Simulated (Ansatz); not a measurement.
## GdN (antiNiAs structure)

Method: PBE, scalar-relativistic; collinear spin; PAW, 420 eV, 10×10×8 k-mesh, Gaussian smearing of 0.05 eV; code Ansatz. The datasets are Ansatz's generated set soft_2.

```yaml
crystal:
  lattice:
    - [3.43709, 0.00000, 0.00000]
    - [-1.71854, 2.97660, 0.00000]
    - [0.00000, 0.00000, 5.96507]
  atoms:
    - { symbol: Gd, position: [0.33333, 0.66667, 0.25000] }
    - { symbol: Gd, position: [0.66667, 0.33333, 0.75000] }
    - { symbol: N, position: [0.00000, 0.00000, 0.00000] }
    - { symbol: N, position: [0.00000, 0.00000, 0.50000] }
```

The start was a prototype's sites filled with these elements. The Crystallography Open Database lists the compound in space group Fm-3m (rock salt), so this is a trial structure.

Magnetic state: ferromagnetic, site spin moments Gd 6.85; N -0.08 μB.

The run above is the reference. The same cell was run again with other input settings; several of them aren't fit for production, so the rows show the settings' effect and aren't properties of the material.

```tsv
keys changed	outcome	ΔE (meV/atom)	P (GPa)	gap on the mesh (eV)	cell moment (μB)	largest force component (eV/Å)	SCF iterations	rough core-seconds	new warnings
none (reference)	converged	0.0	0.0	metal	14.00	0.000	–	–	–
kpoints.mp_grid.grid: [10, 10, 8] → [8, 8, 6]; scf.initial_density.chi_scale: 0.3; scf.mixing.preconditioner: "none"	converged	-0.3	0.0	metal	14.00	0.000	14	20	–
kpoints.mp_grid.grid: [10, 10, 8] → [3, 3, 3]; scf.occupations.width: 0.05 → null; scf.occupations.method: "gaussian" → "tetrahedron_uncorrected"; scf.mixing.preconditioner: "kerker_dos"	converged	10.7	-0.6	metal	14.00	0.000	15	4	band table not solved further
hamiltonian.dispersion: "d3bj"; scf.initial_density.chi_scale: 0.3	converged	–	-4.2	metal	14.00	0.000	13	30	–
scf.occupations.width: 0.05 → null; scf.occupations.method: "gaussian" → "tetrahedron_uncorrected"	converged	0.6	0.0	metal	14.00	0.000	18	30	band table not solved further
accuracy: "high"	converged	0.0	0.0	metal	14.00	0.000	15	28	–
```

ΔE is the energy with the smearing extrapolated to zero. It is left out where the change alters the Hamiltonian or the spin treatment. The varied runs start from atomic densities (corrected by the program's trained start where that serves), with the default search for lower states unless a row changes it, while the reference went on from a saved state, so a magnet may end in another state whatever the setting.

(1) What happens with these changes: hamiltonian.hubbard: {"sites": [{"species": "Gd", "l": "f", "u_eff": 3.0}], "double_counting": "fll"}; basis.ecutwfc: 420 → "550 eV"; scf.lower_state_search: "light"?

Answer:

(1) outcome converged, P (GPa) 1.0, gap on the mesh (eV) metal, cell moment (μB) 14.00, largest force component (eV/Å) 0.000, SCF iterations 11, rough core-seconds 40, new warnings filled band counts differ across k points.

The pair part of a dispersion correction pulls inward (a three-body part mostly pushes out), and in metals and ionic crystals with large ions it often overbinds.

1 further run (cut off, refused for memory, with changed atoms or starts, or in doubt) is left out.

Of the reference: Exchange splits the half-filled 4f shell away from the Fermi level; the metal comes from a small overlap of other bands, which can be the functional's gap error. These numbers lack spin–orbit coupling. The run wasn't fully tested for a lower electronic state. Site moments are of spin, integrated over atomic spheres.
